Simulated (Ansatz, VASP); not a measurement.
# WSe2 in VASP and in Ansatz

Contents of INCAR:

```
SYSTEM = WSe2
  PREC = Accurate
  ENCUT = 520
  EDIFF = 1E-6
  ISMEAR = 0
  SIGMA = 0.05
  LREAL = .False.
  LASPH = .True.
  NELM = 150
  ALGO = Normal
  ISIF = 2
  LWAVE = .False.
  LCHARG = .False.
  ISPIN = 2
  MAGMOM = -0.07 -0.07 0.05 0.05 0.05 0.05
  LORBIT = 11
  LMAXMIX = 4
  LDAU = .True.
  LDAUTYPE = 2
  LDAUL = 2 -1
  LDAUU = 7 0
  LDAUJ = 0 0
  LDAUPRINT = 1
  NBANDS = 39
```

File KPOINTS:

```
regular mesh
0
Gamma
  7 7 2
  0 0 0
```

The input POSCAR:

```
WSe2
1.0
    3.2899988200      0.0000000000      0.0000000000
   -1.6449994100      2.8492225500      0.0000000000
    0.0000000000      0.0000000000     12.9700014400
W Se
2 4
Direct
    0.3333333333      0.6666666667      0.2500000000
    0.6666666667      0.3333333333      0.7500000000
    0.3333333333      0.6666666667      0.6210000000
    0.6666666667      0.3333333333      0.1210000000
    0.3333333333      0.6666666667      0.8790000000
    0.6666666667      0.3333333333      0.3790000000
```

Input for Ansatz:

```yaml
crystal:
  lattice:
    - [3.28999882, 0.0, 0.0]
    - [-1.64499941, 2.84922255, 0.0]
    - [0.0, 0.0, 12.97000144]
  atoms:
    - { symbol: W, position: [0.3333333333, 0.6666666667, 0.25], spin: 1.0 }
    - { symbol: W, position: [0.6666666667, 0.3333333333, 0.75], spin: 1.0 }
    - { symbol: Se, position: [0.3333333333, 0.6666666667, 0.621] }
    - { symbol: Se, position: [0.6666666667, 0.3333333333, 0.121] }
    - { symbol: Se, position: [0.3333333333, 0.6666666667, 0.879] }
    - { symbol: Se, position: [0.6666666667, 0.3333333333, 0.379] }
basis:
  ecutwfc: 420
  ecutrho_ratio: 4
kpoints:
  mp_grid: { grid: [7, 7, 2] }
hamiltonian:
  xc: lda
  hubbard:
    sites: [{ site: 0, l: d, u_eff: 7.0 }, { site: 1, l: d, u_eff: 7.0 }]
scf:
  occupations: { method: gaussian, width: 0.05 }
  lower_state_search: "off"
  max_iter: 150
output:
  forces: true
  stress: true
  eigenvalues: true
  populations: true
  hubbard: { sites: [{ site: 0, l: d }, { site: 1, l: d }] }
magnetization:
  spin_polarized: true
  initial_magnetization: 2.0
  spin_locking: { lock_magnetization: soft, n_iters: 12 }
```

Alike in both runs: task single point; functional LDA; k mesh 7 × 7 × 2; occupations gaussian, width 0.05 eV; collinear spin; Hubbard terms W d U = 7.0 eV.

|  | VASP | Ansatz |
| --- | --- | --- |
| version | VASP 6.6.1 | Ansatz 0.2.0 |
| potentials or method | VASP PAW LDA potentials, release 64 (W_sv, Se) | scalar-relativistic, plane waves, PAW |
| plane-wave cutoff (eV) | 520 | 420 |
| valence electrons in the cell | 52 | 92 |

VASP gave:

```
gap on the k mesh at the Fermi level (eV)                     : 1.09
least direct gap on the mesh (eV)                             : 1.88
pressure (GPa)                                                : 1.6
largest component of the traceless stress (GPa)               : 0.99
rms of the force components (eV/Å)                            : 0.165
net moment per atom (μB)                                      : 0.00
size of the moment on the site where the two differ most (μB) : 0.00
```

Q: Estimate Ansatz's values.

A: gap on the k mesh at the Fermi level (eV): 0.47; least direct gap on the mesh (eV): 1.47; pressure (GPa): -1.1; largest component of the traceless stress (GPa): 2.20; rms of the force components (eV/Å): 0.152; net moment per atom (μB): 0.00; size of the moment on the site where the two differ most (μB): 0.07.

Site moments also hang on the region over which each program counts them. The programs project onto different local orbitals, so the same U acts differently. Atom by atom the forces differ by 0.317 eV/Å (rms over components). The two sets of potentials don't hold the same shells in valence. Ansatz warned: «seeded_moment_not_kept».

Caveats: spin-orbit coupling is left out, which moves the levels of the heavy elements; an odd mesh through Γ misses points on the zone boundary, where band edges often lie. The state reached can hang on the start; a lower one may exist.
